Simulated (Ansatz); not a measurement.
RbBr: projected DOS by orbital

```xyz
2
Lattice="0.0000 3.4560 3.4560 3.4560 0.0000 3.4560 3.4560 3.4560 0.0000" Properties=species:S:1:pos:R:3 pbc="T T T"
Rb    0.0000    0.0000    0.0000
Br    3.4560    3.4560    3.4560
```

Atoms are numbered in the order listed.

The cell is the one relaxed in the Materials Project (mp-22867), not relaxed further here; entries there can be hypothetical.

These are results of DFT, LDA, all-electron LAPW, scalar-relativistic in Ansatz 0.2.0, not measurements.

Sampling and basis: a Γ-centred 6×6×6 k mesh, Fermi–Dirac smearing of 0.03 eV, basis error target 1 meV/atom, no spin polarisation.

States per eV for one atom of each kind, in 0.4 eV bins named by their centres, from the valence-band top, projected on a minimal set of Löwdin-orthogonalised atomic shells; orbitals are real harmonics on the Cartesian axes, equal curves share a column, and empty bins are left out, as is all above 6.7 eV, near the top of the computed bands.

Rb1 4p:

```
# E all pz=px=py
-8.7 4.08 1.36
-8.3 10.68 3.56
-0.7 0.04 0.01
-0.3 0.10 0.03
0.1 0.01 0.00
5.7 0.01 0.00
```

Br2 4p:

```
# E all pz=px=py
-8.7 0.07 0.02
-8.3 0.06 0.02
-1.1 0.04 0.01
-0.7 3.84 1.28
-0.3 9.73 3.24
0.1 0.65 0.22
4.5 0.01 0.00
4.9 0.02 0.01
5.3 0.03 0.01
5.7 0.05 0.02
6.1 0.05 0.02
6.5 0.07 0.02
```

Rb1 5s:

```
# E all
-8.3 0.01
-1.1 0.01
-0.7 0.39
-0.3 0.04
4.1 0.01
4.5 0.09
4.9 0.16
5.3 0.23
5.7 0.36
6.1 0.39
6.5 0.64
```
